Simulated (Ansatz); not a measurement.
# ZrS₂: stiffness from a series of strains

```
CELL_PARAMETERS angstrom
3.63000 0.00000 0.00000
-1.81500 3.14367 0.00000
0.00000 0.00000 5.85000
ATOMIC_POSITIONS crystal
Zr 0.00000 0.00000 0.00000
S 0.33333 0.66667 0.24920
S 0.66667 0.33333 0.75080
```

Atom numbers follow the list: Zr1, S2, S3.

The cell is COD entry 5910006, as deposited and not checked against the literature; nothing was relaxed.

Method: DFT, PBEsol, all-electron LAPW, scalar-relativistic (Ansatz 0.2.0).

The runs use a Γ-centred 10×10×5 k mesh, Fermi–Dirac smearing of 0.01 eV, basis error target 1 meV/atom, no spin polarisation.

The strain is applied along the Cartesian axes of the cell as listed (the other components stay zero). Fractional coordinates are held (clamped ions).

σ is the change of stress from the unstrained cell, which is at -0.36 GPa; tension is positive, so slopes are stress–strain coefficients at that pressure.

Only quantities that a quadratic follows smoothly over the whole series are listed; rougher ones are left out.

```csv
εxx = εyy,σzz (GPa),σxx (GPa)
-0.0300,-4.74,-8.14
-0.0200,-2.99,-5.19
-0.0100,-1.42,-2.48
0.0000,0.00,0.00
0.0100,1.27,2.27
0.0300,3.43,6.26
```

**Question.** Fit the series and read off the stiffness at zero strain.

**Answer.** Least-squares fits y = p0 + p1 x + p2 x² to the rows give σzz (GPa): p1 = 136, p2 = -730; σxx (GPa): p1 = 240, p2 = -1000. So C13 + C23 = 136 GPa and C11 + C12 = 240 GPa, for these axes.

**Question.** One run, at εxx = εyy = 0.0200, is withheld. Predict its row.

**Answer.** The fits give 2.43, 4.38; the run gave 2.41, 4.36.
